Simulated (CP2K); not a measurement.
Runs of CP2K 2026.2 on TaN. It takes space group P-6m2 (No. 187, hexagonal). Conventional cell: a = 2.938 Å, b = 2.938 Å, c = 2.883 Å, α = 90.00°, β = 90.00°, γ = 120.00°. Around Ta (site symmetry -6m2) lie 6 N at 2.23 Å. N (site symmetry -6m2) has 6 Ta at 2.23 Å as nearest neighbours. 

| potentials or basis | gap on the mesh (eV) | pressure (GPa) |
| --- | --- | --- |
| GTH_POTENTIALS Ta GTH-PBE-q13, N GTH-BLYP-q5; DZVP-MOLOPT-SR-GTH basis | none | (b) |
| GTH_POTENTIALS Ta GTH-PBE-q13, N GTH-PBE-q5; DZVP-MOLOPT-SR-GTH basis | none | (a) |
| GTH_POTENTIALS Ta GTH-PADE-q13, N GTH-PADE-q5; DZVP-MOLOPT-SR-GTH basis | none | -22.0 |
| POTENTIAL_UZH Ta GTH-PBE0-q13, N GTH-PBE0-q5; DZVP-MOLOPT-SR-GTH basis | none | 1.0 |
| POTENTIAL_UZH Ta GTH-SCAN-q13, N GTH-SCAN-q5; DZVP-MOLOPT-SR-GTH basis | none | -2.8 |

Alike in all rows: task single point; level PBE; no spin polarisation; cell as given; k mesh 10 × 10 × 9; smearing fermi-dirac 0.05 eV.

Question: Estimate the missing entries.

Answer: (a) 0.8; (b) 0.6.

Caveats: the basis of atomic orbitals isn't converged, which shifts pressures, moduli and gaps; the potentials were made for another functional, which shifts forces and pressure (some runs).

A k mesh can miss the band edges, and the runs leave out spin-orbit coupling on Ta.

A gap of «none» marks a metal or a gap under the smearing width.
